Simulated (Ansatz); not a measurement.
## From formation energies to a reaction energy: GaP4

Method: Ansatz 0.2.0, DFT PBE, scalar-relativistic, plane waves, PAW. Settings: cutoff 420 eV, Γ-centred meshes spaced at most about 0.3 Å⁻¹, and about 0.25 Å⁻¹ or finer for metals (2π included), Gaussian smearing. No spin polarisation.

The zero of energy is the elements' standard structures at the same level; no fitted shifts are applied. The references include black phosphorus.

These are static total energies at zero pressure. In GaP4 P4/mmm an odd number of electrons in the primitive cell allows no gap without spin; a larger cell or a magnetic state could open one. The reference form of P is held partly by dispersion forces, which this level lacks.

A trial structure of GaP4 (reached from: random cell; relaxed: space group P4/mmm (No. 123), a = 5.781 Å, c = 2.475 Å) has a formation energy of 0.241 eV/atom. It holds P–P bonds in all directions (shortest 2.37 Å). At its composition the lowest mixture among the elements and 1 reference phase computed alike (others may be missing) consists of these:

```
      phase             source  ΔE_f (eV/atom)
  P (solid)            element          -0.001
GaP (F-43m)  Materials Project          -0.432
```

The lowest database cell of P (-0.001) lies slightly below the reference, hence the non-zero entry.

Question: Write the balanced decomposition and find its energy per atom, per formula unit and per mole of formula units.

Answer: Balancing Ga and P gives GaP4 → 3 P + GaP. The left side holds 5 atoms, and the products take 3/5 (P) and 2/5 (GaP) of them. The mixture therefore lies at 3/5 × (-0.001) + 2/5 × (-0.432) = -0.173 eV/atom. The reaction energy is -0.173 − (0.241) = -0.414 eV/atom. Times 5 atoms that is -2.070 eV per GaP4, and times 96.485 it is -200 kJ per mole of GaP4. Decomposition is downhill, so the trial structure is unstable against this mixture.
